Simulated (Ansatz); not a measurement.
# CsPbCl₃: computed properties

Level of theory: Ansatz 0.2.0, DFT PBE, scalar-relativistic, plane waves, PAW.

Settings: cutoff 420 eV, Γ-centred mesh 6×6×6 on the computed 5-atom cell, Gaussian smearing of 0.02 eV; no spin polarisation.

The structure is relaxed at this level of theory with its symmetry kept. Whether it is the stable form of this composition wasn't checked.

The structure is cubic, space group Pm-3m (No. 221). The conventional cell has a = 5.735 Å, b = 5.735 Å, c = 5.735 Å, α = 90.00°, β = 90.00°, γ = 90.00°. Around Cs (site symmetry m-3m) lie 12 Cl at 4.06 Å. Around Pb (site symmetry m-3m) lie 6 Cl at 2.87 Å. Cl (site symmetry 4/mmm) has 2 Pb at 2.87 Å as nearest neighbours.

| Item | Value |
| --- | --- |
| Volume per atom | 37.73 Å³ |
| Formation energy from the elements' standard states (uncorrected) | -1.566 eV/atom |
| Kohn–Sham band gap | 2.21 eV, direct at R |
| Löwdin character of the top 1 eV of the valence band | Cl 3p 68 %, Pb 6s 24 % |
| Löwdin character of the lowest 1 eV of the conduction band | Pb 6p 80 %, Cl 3p 8 %, unprojected 5 % |
| Electron masses at the edge by Cartesian direction of the standard setting (m_e; degenerate bands sorted by energy; no spin-orbit coupling) | x: 0.93, 0.93, 0.12; y: 0.93, 0.93, 0.12; z: 0.93, 0.93, 0.12 |
| Hole masses at the edge by Cartesian direction of the standard setting (m_e; degenerate bands sorted by energy; no spin-orbit coupling) | x: 0.22; y: 0.22; z: 0.22 |
| Bulk modulus | 21.8 GPa |
| Its pressure derivative | 4.7 |
| Bader charges (e) | Cs (1 in the cell) 0.90, Pb (1 in the cell) 1.27, Cl (3 in the cell) -0.72 |

Spin-orbit coupling is left out, which matters for the bands of heavy elements.

Symmetry holds off the tilts and polar distortions that many cubic perovskites undergo.